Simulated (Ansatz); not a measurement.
SiNi: structures and pressure

All numbers below come from DFT r2SCAN, scalar-relativistic, plane waves, PAW (Ansatz 0.2.0). Settings: cutoff 500 eV, Γ-centred meshes no coarser than 0.19 Å⁻¹ for metals and 0.3 Å⁻¹ for insulators (2π included), Gaussian smearing.

These are static lattice energies at zero pressure. Larger cells and other orderings weren't all tried, so the list isn't exhaustive. For metals, differences of a few meV/atom aren't resolved.  Against the elements the lowest lies at -0.48 eV/atom.

4 of the 5 relaxed structures, chosen for unlike contacts. Contacts of a pair count up to 1.25 times its shortest distance.

| cell | type or group | contacts | shortest Si–Ni (Å) | V (Å³/atom) | gap on mesh (eV) | ΔE (meV/atom) |
| --- | --- | --- | --- | --- | --- | --- |
| A | Pmmn | Si: 8 Si + 6 Ni; Ni: 6 Si + 8 Ni | 2.33 | 11.33 | 0.00 | 63 |
| B | FeSi (B20) | Si: 6 Si + 7 Ni; Ni: 7 Si + 6 Ni | 2.33 | 11.13 | 0.00 | 109 |
| C | caesium chloride | Si: 6 Si + 8 Ni; Ni: 8 Si + 6 Ni | 2.42 | 10.96 | 0.00 | 239 |
| D | MnP (Ni on Mn sites) | Si: 4 Si + 6 Ni; Ni: 6 Si + 4 Ni | 2.26 | 11.90 | 0.00 | 0 |

Problem. With H = E + PV at fixed volumes, which structure takes over first under pressure?

Solution. Enthalpies over D in meV/atom, with 1 GPa Å³ = 6.24 meV:

| P (GPa) | A | B | C |
| --- | --- | --- | --- |
| 0 | 63 | 109 | 239 |
| 9 | 31 | 65 | 187 |
| 28 | -37 | -26 | 76 |

A (Pmmn) crosses zero first, at 63 / (6.24 × 0.57) = 18 GPa. This holds only while the pressure stays small beside the bulk moduli; compression, and phases that weren't computed, would shift it.